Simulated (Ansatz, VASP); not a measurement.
# Cross-check of BP (BP (F-43m)) between VASP and Ansatz, part 2 of 2

One calculation is typed for both programs; each brings its own data sets. How far apart do they land? The cell is taken from a series of runs on this material, whose earlier steps may have relaxed, scaled, displaced or heated it; both programs get it as it stands.

VASP 6.6.1 and Ansatz 0.2.0.

So far. Step 2 (VASP: single point, r2SCAN, pair 1): The run ends at a pressure of -0.63 GPa, with forces up to 0.35 eV/Å.

### 4. Side by side

Known differences besides the potentials themselves: VASP keeps PBE cores, Ansatz makes them for the functional; the cutoff is 500 eV in Ansatz and 460 eV in VASP. Total energies have different zeros and are not compared.

Compared:

| quantity | Ansatz | VASP | difference |
| --- | --- | --- | --- |
| gap on the k mesh (eV) | 2.096 | 2.126 | -0.031 |

Forces (eV/Å; atoms numbered as in POSCAR):

| atom | Ansatz x, y, z | VASP x, y, z |
| --- | --- | --- |
| P1 | 0.350, -0.017, -0.017 | 0.349, -0.017, -0.017 |
| B2 | -0.350, 0.017, 0.017 | -0.349, 0.017, 0.017 |

The forces differ by 0.6 meV/Å r.m.s., which is 0.3 % of the r.m.s. force of 0.202 eV/Å (both taken over all components). A gap on the mesh is an upper bound, since the band edges may lie between its points.

### 5. VASP: single point, r2SCAN, pair 2

With cell and atoms fixed, the geometry can't cause a difference; cores, projectors, grids and the points listed under the comparison can. This pair takes another composition, B17P18, with 35 atoms.

INCAR reads:

```
SYSTEM = B17P18
PREC = Accurate
ENCUT = 460
EDIFF = 1E-06
NELM = 120
ISMEAR = -1
SIGMA = 0.01
LREAL = Auto
ALGO = Normal
METAGGA = R2SCAN
LASPH = .TRUE.
NELECT = 140
NBANDS = 96
LORBIT = 11
LWAVE = .FALSE.
LCHARG = .FALSE.
ISIF = 2
ISYM = 0
GGA_COMPAT = .FALSE.
EFERMI = MIDGAP
LMIXTAU = .TRUE.
KPAR = 4
```

POSCAR reads:

```
B17P18
1.0
    0.0000000000      4.5363708171      4.5363708171
    6.8045562257      0.0000000000      6.8045562257
    6.8045562257      6.8045562257      0.0000000000
B P
17 18
Direct
    0.9980920376      0.0035847166      0.0018682777
    0.9976756025      0.0021543630      0.3351453266
    0.0065180554      0.9971005781      0.6698370811
    0.9983632280      0.3378291691      0.0045234291
    0.0064658910      0.3368219058      0.3301702931
    0.9889645502      0.3489486107      0.6819851272
    0.9968836624      0.6700549289      0.0030686133
    0.9980556738      0.6689026967      0.3365757493
    0.9983096774      0.6714867514      0.6708711902
    0.5018197828      0.0046253304      0.9909818083
    0.4994858200      0.9995036760      0.3325113875
    0.4970469526      0.9929854444      0.6681657080
    0.4986470184      0.3364110344      0.9940763700
    0.4970332696      0.3351906153      0.3260000839
    0.4956604324      0.6691312931      0.0021406267
    0.5017531967      0.6579510596      0.3376926264
    0.4986589499      0.6610522058      0.6694364718
    0.3794954780      0.2500170104      0.2391270403
    0.3376231985      0.2343875811      0.5674059208
    0.3690869851      0.2568486767      0.9151561359
    0.3732400518      0.5828156122      0.2499420608
    0.3690216556      0.5821557846      0.5899134046
    0.3732016912      0.5845215735      0.9175540869
    0.3721711478      0.9174436354      0.2504688083
    0.3794917250      0.9061047929      0.5830114090
    0.3733104829      0.9169109035      0.9157944439
    0.8729705066      0.2501932128      0.2562521134
    0.9655029879      0.2375677752      0.5706467706
    0.8754106300      0.2519157786      0.9229774109
    0.8753203894      0.5846210839      0.2519481598
    0.8754253537      0.5899412190      0.5849263722
    0.8709567438      0.5871682935      0.9202091653
    0.8757036041      0.9172589489      0.2502360871
    0.8730126428      0.9232249263      0.5831900355
    0.8753648462      0.9189164462      0.9176081474
```

KPOINTS reads:

```
Points of the shifted mesh
8
Reciprocal
 0.2500000000  0.2500000000  0.2500000000 1
 0.2500000000  0.2500000000  0.7500000000 1
 0.2500000000  0.7500000000  0.2500000000 1
 0.2500000000  0.7500000000  0.7500000000 1
 0.7500000000  0.2500000000  0.2500000000 1
 0.7500000000  0.2500000000  0.7500000000 1
 0.7500000000  0.7500000000  0.2500000000 1
 0.7500000000  0.7500000000  0.7500000000 1
```

Potentials, in the order of the species: B and P (PBE family, release 64).

Run with:

```console
$ mpirun -np 4 vasp_std
```

Numbers of over 12 decimals in the logs are rounded to 6 here.

Output:

```text
[banner, memory and clock lines left out]
running    4 mpi-ranks, on    1 nodes
[...]
[... a notice as in an earlier step ...]

 LDA part: xc-table for (None), standard interpolation
 POSCAR, INCAR and KPOINTS ok, starting setup
[...]
entering main loop
       N       E                     dE             d eps       ncg     rms          rms(c)
DAV:   1     0.329769262557E+03    0.32977E+03   -0.59130E+04  1536   0.122E+03
DAV:   2    -0.299995128770E+03   -0.62976E+03   -0.59633E+03  1864   0.217E+02
DAV:   3    -0.339703283848E+03   -0.39708E+02   -0.39149E+02  1888   0.520E+01
DAV:   4    -0.340614878481E+03   -0.91159E+00   -0.90567E+00  1968   0.832E+00
DAV:   5    -0.340635887264E+03   -0.21009E-01   -0.20971E-01  1904   0.124E+00BRMIX: very serious problems
 the old and the new charge density differ
 old charge density:   141.00000 new  140.00000
BRMIX: very serious problems
 the old and the new charge density differ
 old charge density:   141.00000 new  140.00000
BRMIX: very serious problems
 the old and the new charge density differ
 old charge density:   141.00000 new  140.00000
BRMIX: very serious problems
 the old and the new charge density differ
 old charge density:   141.00000 new  140.00000
    0.334E+01
DAV:   6    -0.321523146729E+03    0.19113E+02   -0.19495E+01  1720   0.115E+01    0.200E+01
DAV:   7    -0.303671179582E+03    0.17852E+02   -0.46575E+00  1896   0.622E+00    0.458E+00
DAV:   8    -0.306395958323E+03   -0.27248E+01   -0.63403E+00  1672   0.754E+00    0.214E+00
DAV:   9    -0.307990487586E+03   -0.15945E+01   -0.97427E-01  1712   0.352E+00    0.134E+00
[...]
DAV:  17    -0.307995648247E+03    0.66715E-04   -0.17306E-05  1872   0.175E-02    0.608E-03
DAV:  18    -0.307995651719E+03   -0.34723E-05   -0.71329E-06  1696   0.119E-02    0.406E-03
DAV:  19    -0.307995652235E+03   -0.51536E-06   -0.25421E-06  1152   0.732E-03
   1 F= -.30799565E+03 E0= -.30799565E+03  d E =-.357753E-09
```

Parts of OUTCAR (step 5):

```text
  Total       -3.0730061    -14.4336339    -14.4225641     -0.0674669     -1.3086058     -0.0623605
  in kB      -11.7202223    -55.0488322    -55.0066130     -0.2573140     -4.9909275     -0.2378385
  external PRESSURE =     -40.5918892 kB  Pullay stress =       0.0000000 kB

 POSITION                                       TOTAL-FORCE (eV/Angst)
 -----------------------------------------------------------------------------------
      0.03711      4.54043      4.55211        -0.295344     -0.051073     -0.002826
      2.29517      6.80634      4.54049        -0.192125     -0.002860     -0.003851
     11.34277      4.58751      6.81440        -0.086123      0.000199      0.033921
      2.32956      4.55973      6.82772        -0.064075     -0.112846     -0.113334
      4.53859      2.27599      2.32126        -0.088127      0.033816      0.003037
      7.01505      9.12692      6.86075        -0.663100     -0.166043     -0.166477
      4.58031      4.54311      9.08166        -0.191308     -0.002867     -0.004365
      6.84183      6.81780      9.07914        -0.293186     -0.000040     -0.053895
      9.13415      9.09368      9.09787        -0.063323     -0.112451     -0.110814
      6.77466      9.01963      2.30791         0.231166      0.119150     -0.105549
      9.06377      4.52845      9.06703        -0.190516     -0.017636     -0.015357
     11.30340      6.80136      9.01161        -0.076039      0.035052      0.086933
      9.05338      9.02630      4.55118        -0.329508      0.041356      0.368973
      4.49911      4.47301      4.53555        -0.076631      0.085203      0.031582
[...]
-----------------------------------------------------------------------------------
    total drift:                               -0.014601      0.007943     -0.003981

  FREE ENERGIE OF THE ION-ELECTRON SYSTEM (eV)
  ---------------------------------------------------
  free  energy   TOTEN  =      -307.9956522346 eV

  energy  without entropy=     -307.9956522342  energy(sigma->0) =     -307.99565223

[... 3 further parts left out ...]
[key lines of the parts left out:]
E-fermi :   7.0670
```

The run ends at a pressure of -4.06 GPa, with forces up to 0.70 eV/Å.

### 6. Ansatz: single point, r2SCAN, pair 2

The same cell, functional, mesh and smearing now go to Ansatz.

The cell is taken from a series of runs on this material, whose earlier steps may have relaxed, scaled, displaced or heated it; both programs get it as it stands.

input.yaml reads:

```yaml
crystal:
  checkpoint: "../qp1.relax.run"
  host: checkpoint
total_charge: 1
basis:
  ecutwfc: 500
  xc_grid: 2
hamiltonian:
  xc: r2scan
  pseudopotentials: { kind: paw, azcp: { folder: soft_1 } }
kpoints:
  mp_grid: { grid: [2, 2, 2], shift: [0.5, 0.5, 0.5] }
scf:
  occupations: { method: fermi_dirac, width: 0.01 }
  max_iter: 80
output:
  forces: true
  eigenvalues: true
  charged_corrections:
    epsilon: 9.31
    static_epsilon: 9.42
    defect_position: [0.5, 0.333333, 0.666667]
  eigenstates: { localisation: true }
  populations: true
  band_densities: [{ bands: [v1, v1] }, { bands: [c1, c1] }]
  write_density: true
  write_potential: true
  volumetric_format: npy
checkpoint:
  read: "../qp1.relax.run"
  write: "../qp1.point.run"
  compress: false
  write_wavefunctions: false
  write_every: 100000
```

Run with:

```console
$ ansatz run input.yaml --threads 4 --pin off --max-ram 7536MiB --backend cpu --events-out ev --progress --plain --runs-dir out
```

Output:

```text
crystal.checkpoint: the structure is that of <dir>, a `relax` run, at its step 13: its result, under r2scan at a charge of 1 e; 35 atoms read, 0 with a starting moment; crystal.structure_sha256 for this input is
[...]
Crystal: 35 atoms, lattice volume = 420.086 Å³
Basis set: ecut = 500 eV, 10687 PW (Γ), exchange–correlation on 96×144×144 points (8 copies of the dense FFT grid, shifted against one another)
[...]
6      B      3.6079
     7      P      4.2600
[...]
31      B      3.5859
    32      P      4.2545
    33      B      3.6340
    34      P      4.2667
  spilling = 0.008743 (of n_electrons = 140.000000)
--- Band densities, each state counted as filled ---
  window                                       electrons  max residual (eV)  cut levels
  bands: [v1, v1]                               2.000000             3.5e-9           0
  bands: [c1, c1]                               2.000000             2.8e-4           0
[key lines of the parts left out:]
SCF converged after 7 iterations
Free energy (F): -16349.369801 eV
Fermi energy:    8.833006 eV
```

### 7. Comparison

What differs besides the data sets and the points named for the pairs above, as far as they apply: the cutoff is 500 eV in Ansatz and 460 eV in VASP (PREC = Accurate, projectors in real space). Total energies have different zeros and are not compared.

Both answers:

| quantity | Ansatz | VASP | difference |
| --- | --- | --- | --- |
| gap on the k mesh (eV) | 0.411 | 0.411 | 0.000 |

Forces on 10 of the 35 atoms, those with the largest forces and the largest differences (eV/Å; atoms numbered as in POSCAR):

| atom | Ansatz x, y, z | VASP x, y, z |
| --- | --- | --- |
| B6 | -0.652, -0.166, -0.166 | -0.663, -0.166, -0.166 |
| B13 | -0.331, 0.042, 0.371 | -0.330, 0.041, 0.369 |
| B17 | -0.330, 0.371, 0.041 | -0.329, 0.369, 0.040 |
| P18 | 0.179, 0.248, -0.091 | 0.188, 0.247, -0.093 |
| P19 | 0.085, -0.023, -0.022 | 0.080, -0.053, -0.062 |
| P22 | -0.040, 0.214, -0.005 | -0.011, 0.195, 0.017 |
| P25 | 0.178, -0.086, 0.250 | 0.186, -0.084, 0.246 |
| P28 | 0.244, -0.091, -0.085 | 0.235, -0.059, -0.052 |
| P29 | 0.375, -0.082, -0.305 | 0.372, -0.094, -0.299 |
| P31 | 0.376, -0.307, -0.082 | 0.365, -0.299, -0.091 |

The forces differ by 9.4 meV/Å r.m.s., which is 5.6 % of the r.m.s. force of 0.168 eV/Å (both taken over all components). A gap on the mesh is an upper bound, since the band edges may lie between its points. The cell carries a charge of +1 e against a uniform background, so its pressure also hangs on how the neutralising background is counted, and in a defect's cell a gap may be the spacing between its levels.

### 8. VASP: single point, r2SCAN, pair 3

With cell and atoms fixed, the geometry can't cause a difference; cores, projectors, grids and the points listed under the comparison can.

INCAR: that of step 5 with these lines changed.

```diff
@@ -11,3 +11,3 @@
 LASPH = .TRUE.
-NELECT = 140
+NELECT = 142
 NBANDS = 96
```

POSCAR reads:

```
B17P18
1.0
    0.0000000000      4.5363708171      4.5363708171
    6.8045562257      0.0000000000      6.8045562257
    6.8045562257      6.8045562257      0.0000000000
B P
17 18
Direct
    0.0013292141      0.0010204561      0.9997185134
    0.9993426519      0.0006855165      0.3328775599
    0.0072972146      0.9990923655      0.6638433319
    0.0092271529      0.3341648442      0.9963587932
    0.9951818727      0.3302351640      0.3383797270
    0.0091446112      0.3290106793      0.6623813995
    0.9990869696      0.6659113762      0.0020323874
    0.9969839386      0.6660162859      0.3352466237
    0.9933056486      0.6702000047      0.6659594170
    0.5045586554      0.0048231790      0.9928552103
    0.5004740357      0.9987170131      0.3342762349
    0.4993272369      0.0047529970      0.6633604196
    0.5026869114      0.3329481029      0.0017884429
    0.4967049652      0.3309544266      0.3339379696
    0.4974951396      0.6689793965      0.0013405497
    0.4985243826      0.6605120780      0.3378597487
    0.4984666798      0.6633307835      0.6681485001
    0.3724745093      0.2481576569      0.2521857738
    0.3854408737      0.2545972621      0.5812429312
    0.3854378970      0.2567430462      0.9121396237
    0.3743253635      0.5804481524      0.2503037904
    0.3603415087      0.5829032139      0.5904131370
    0.3773199760      0.5818602862      0.9172716123
    0.3754613869      0.9166076852      0.2495624487
    0.3801617548      0.9122049512      0.5835225501
    0.3782670507      0.9187486557      0.9125716421
    0.8762665777      0.2496937780      0.2493294680
    0.8590710236      0.2466794258      0.5934817871
    0.8835870144      0.2494459002      0.9130630776
    0.8744495618      0.5792363154      0.2523010559
    0.8747601101      0.5781077217      0.5838196030
    0.8741890198      0.5838528044      0.9162568484
    0.8772989640      0.9149666135      0.2484638525
    0.8729385482      0.9192089275      0.5825612238
    0.8802566792      0.9153848480      0.9142185344
```

KPOINTS is that of step 5.

Run with:

```console
$ mpirun -np 4 vasp_std
```

Output:

```text
[... set-up lines as in an earlier step ...]
 entering main loop
       N       E                     dE             d eps       ncg     rms          rms(c)
DAV:   1     0.352099467737E+03    0.35210E+03   -0.60136E+04  1536   0.124E+03
DAV:   2    -0.284574623927E+03   -0.63667E+03   -0.60175E+03  1872   0.218E+02
DAV:   3    -0.325104585168E+03   -0.40530E+02   -0.39941E+02  1912   0.523E+01
DAV:   4    -0.325970601155E+03   -0.86602E+00   -0.85844E+00  1936   0.816E+00
DAV:   5    -0.325991172796E+03   -0.20572E-01   -0.20479E-01  1904   0.115E+00BRMIX: very serious problems
 the old and the new charge density differ
 old charge density:   141.00000 new  142.00000
BRMIX: very serious problems
 the old and the new charge density differ
 old charge density:   141.00000 new  142.00000
BRMIX: very serious problems
 the old and the new charge density differ
 old charge density:   141.00000 new  142.00000
BRMIX: very serious problems
 the old and the new charge density differ
 old charge density:   141.00000 new  142.00000
    0.328E+01
DAV:   6    -0.306265024446E+03    0.19726E+02   -0.19125E+01  1728   0.115E+01    0.200E+01
DAV:   7    -0.288084113101E+03    0.18181E+02   -0.45983E+00  1904   0.620E+00    0.460E+00
DAV:   8    -0.291441875920E+03   -0.33578E+01   -0.64397E+00  1704   0.764E+00    0.194E+00
DAV:   9    -0.292593521798E+03   -0.11516E+01   -0.84074E-01  1768   0.330E+00    0.113E+00
[...]
DAV:  18    -0.292596621471E+03    0.41044E-05   -0.24818E-06  1152   0.595E-03    0.387E-03
DAV:  19    -0.292596624708E+03   -0.32368E-05   -0.10778E-06   960   0.361E-03    0.155E-03
DAV:  20    -0.292596624945E+03   -0.23649E-06   -0.18514E-07   960   0.145E-03
   1 F= -.29259662E+03 E0= -.29259643E+03  d E =-.398657E-03
```

From OUTCAR (step 8):

```text
  Total       12.1923775     11.2989969      0.5862140     -1.1962571     -1.0077970      1.2009927
  in kB       46.5008431     43.0935543      2.2357775     -4.5624377     -3.8436648      4.5804991
  external PRESSURE =      30.6100583 kB  Pullay stress =       0.0000000 kB

 POSITION                                       TOTAL-FORCE (eV/Angst)
 -----------------------------------------------------------------------------------
      6.80958      6.80867      0.01297        -0.371523     -0.018281      0.036939
      2.26975      6.79847      4.53805        -0.210458      0.030794      0.020830
     11.31554      4.55026      6.83148         0.003157      0.013832     -0.105563
      9.05362      6.82164      2.31570        -0.103476     -0.018697     -0.098985
      4.54963      6.81704      6.76162         0.031058      0.108067     -0.052263
      6.74598      4.54869      2.28026         0.225146     -0.029650     -0.097607
      4.54506      4.54606      9.06346        -0.238348      0.026035      0.033641
      6.81315      6.80389      9.05463        -0.366801      0.004919     -0.012543
      9.09197      9.03756      9.06642        -0.051086     -0.156835     -0.064734
      6.78876      9.04480      2.32168         0.252439      0.219920     -0.131088
      9.07043      4.54494      9.06616        -0.226582     -0.028868      0.021494
      4.54622      6.77901      2.29748        -0.107170      0.056691      0.084175
      2.27773      2.29254      4.54594        -0.140281      0.212368      0.110031
      4.52430      4.52554      4.50524        -0.007945      0.190025      0.225699
[...]
-----------------------------------------------------------------------------------
    total drift:                               -0.001800      0.002310     -0.000170

  FREE ENERGIE OF THE ION-ELECTRON SYSTEM (eV)
  ---------------------------------------------------
  free  energy   TOTEN  =      -292.5966249445 eV

  energy  without entropy=     -292.5962262877  energy(sigma->0) =     -292.59642562

[... 2 parts as in an earlier step ...]

[... 1 further part left out ...]
[key lines of the parts left out:]
E-fermi :   7.6294
```

The run ends at a pressure of 3.06 GPa, with forces up to 0.71 eV/Å.

### 9. Ansatz: single point, r2SCAN, pair 3

The same cell, functional, mesh and smearing now go to Ansatz.

The cell is taken from a series of runs on this material, whose earlier steps may have relaxed, scaled, displaced or heated it; both programs get it as it stands.

input.yaml: that of step 6 with these lines changed.

```diff
@@ -1,5 +1,5 @@
 crystal:
-  checkpoint: "../qp1.relax.run"
+  checkpoint: "../qm1.relax.run"
   host: checkpoint
-total_charge: 1
+total_charge: -1
 basis:
@@ -28,5 +28,6 @@
   volumetric_format: npy
+  elf: true
 checkpoint:
-  read: "../qp1.relax.run"
-  write: "../qp1.point.run"
+  read: "../qm1.relax.run"
+  write: "../qm1.point.run"
   compress: false
```

Run with:

```console
$ ansatz run input.yaml --threads 4 --pin off --max-ram 7536MiB --backend cpu --events-out ev --progress --plain --runs-dir out
```

Output:

```text
[...]
Crystal: 35 atoms, lattice volume = 420.086 Å³
Basis set: ecut = 500 eV, 10687 PW (Γ), exchange–correlation on 96×144×144 points (8 copies of the dense FFT grid, shifted against one another)
Bands: 106, of which v1, the nominal top of the filled ones, is band 71 counted from 1 (70 counted from 0)
Symmetry: 1 space group operations
[...]
k-points: 4 of 8 (time reversal used)
[...]
6      B      3.6366
     7      P      4.3158
[...]
31      B      3.6199
    32      P      4.3032
    33      B      3.6535
    34      P      4.3190
  spilling = 0.008672 (of n_electrons = 142.000000)
--- Band densities, each state counted as filled ---
  window                                       electrons  max residual (eV)  cut levels
  bands: [v1, v1]                               2.000000             2.4e-9           0
  bands: [c1, c1]                               2.000000             2.1e-4           0
[key lines of the parts left out:]
SCF converged after 9 iterations
Free energy (F): -16330.473171 eV
Fermi energy:    9.394712 eV
```

### 10. Side by side

Compared:

| quantity | Ansatz | VASP | difference |
| --- | --- | --- | --- |
| gap on the k mesh (eV) | 0.105 | 0.106 | -0.001 |

Forces on 7 of the 35 atoms, those with the largest forces and the largest differences (eV/Å; atoms numbered as in POSCAR):

| atom | Ansatz x, y, z | VASP x, y, z |
| --- | --- | --- |
| B1 | -0.373, -0.017, 0.036 | -0.372, -0.018, 0.037 |
| P19 | -0.186, -0.563, -0.292 | -0.217, -0.593, -0.315 |
| P22 | -0.388, 0.035, 0.088 | -0.366, 0.009, 0.106 |
| P28 | -0.426, 0.321, 0.345 | -0.459, 0.356, 0.367 |
| P29 | 0.472, -0.049, -0.081 | 0.475, -0.043, -0.085 |
| P31 | 0.440, 0.032, 0.139 | 0.438, 0.028, 0.142 |
| P33 | 0.367, 0.029, -0.011 | 0.366, 0.029, -0.006 |

The forces differ by 9.4 meV/Å r.m.s., which is 5.0 % of the r.m.s. force of 0.189 eV/Å (both taken over all components). A gap on the mesh is an upper bound, since the band edges may lie between its points. The cell carries a charge of -1 e against a uniform background, so its pressure also hangs on how the neutralising background is counted, and in a defect's cell a gap may be the spacing between its levels.

### 11. Summary of results

| Property | Result |
| --- | --- |
| r.m.s. force difference (single point, r2SCAN, pair 1) | 0.29 % of the r.m.s. force |
| r.m.s. force difference (single point, r2SCAN, pair 2) | 9.4 meV/Å |
| r.m.s. force difference (single point, r2SCAN, pair 3) | 9.4 meV/Å |

In words: The r.m.s. force difference is 9.4 meV/Å (single point, r2SCAN, pair 2), within the 12 meV/Å picked in this series as the mark of a large difference. 5 further pairs of this series are not shown here. Such differences can come from data sets, numerical settings and the points named under the comparisons, not from the functional's error against experiment.

[Lines on the potential files, build, host, timing and source positions are cut from VASP's logs without a mark.]

[Logs are printed without paths, hosts, clocks, repeated set-up lines and the standing remarks that a program may print on its own settings, such as how far it seeks lower states.]

[Hosts, paths, dates, database ids (printed as entryN), source tags and the programs' standing remarks are cut or masked in the printed files.]
